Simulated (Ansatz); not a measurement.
All numbers below come from DFT PBE, scalar-relativistic, plane waves, PAW in Ansatz 0.2.0. All cells share a 420 eV cutoff and Γ-centred k meshes spaced at most about 0.3 Å⁻¹ (about 0.25 or finer for metals, 2π included). No spin polarisation.

All energies are static (0 K, no zero-point motion).

Compare these two cells of B₂P, each relaxed at this level.

1.

```
B P
1.0
     1.51175   -3.31922    0.00000
     1.51175    3.31922    0.00000
     0.00000    0.00000    3.16371
B P
2 1
Direct
  0.19394 0.80606 0.00000
  0.80606 0.19394 0.00000
  0.00000 0.00000 0.50000
```

2.

```
B P
1.0
     2.69677   -1.54438    0.00000
     2.69677    1.54438    0.00000
    -0.01451    0.00000    7.62912
B P
4 2
Direct
  0.49929 0.49929 0.11378
  0.50071 0.50071 0.88623
  0.84003 0.84003 0.53560
  0.15997 0.15997 0.46440
  0.16795 0.16795 0.20943
  0.83205 0.83205 0.79057
```

Question: Which would you expect to be lower, and how large is the difference?

Answer: Cell 2 is lower, by 0.32 eV/atom. Cell 1 has space group Cmmm (No. 65), 10.6 Å³/atom and no gap on its mesh; cell 2 has B and P ordered on diamond sites, space group C2/m (No. 12), 10.6 Å³/atom and no gap. Counting P atoms around B (those within 1.25 times the shortest such distance or 1.15 times the sum of covalent radii; a slash parts the counts of unlike sites), cell 1 has B 2 and cell 2 has B 1/3. Cell 1 holds B–B chains (shortest 1.69 Å); cell 2 holds B–B nets (shortest 1.74 Å). Even the lower one lies +0.09 eV/atom against the reference forms of the elements (uncorrected), so neither is stable at this level. In cell 1, B is surrounded by 2 B at 1.69 Å and 2 P at 2.04 Å; around P lie 4 B at 2.04 Å. In cell 2, around B on its first site lie 1 B at 1.74 Å and 3 P at 1.93 Å; B on its second site is surrounded by 3 B at 1.81–1.90 Å and 1 P at 1.95 Å; around P lie 4 B at 1.93–1.95 Å. Both come from invented guesses. The lowest form computed isn't among them: it has space group P1 (No. 1), 9.9 Å³/atom and lies 84 meV/atom below the best shown.

In Cmmm an odd number of electrons in the primitive cell allows no gap without spin; a larger cell or a magnetic state could open one. Cells relaxed within their symmetry can be saddle points. Some types were kept out of the candidates beforehand, so the set may lack a known form.
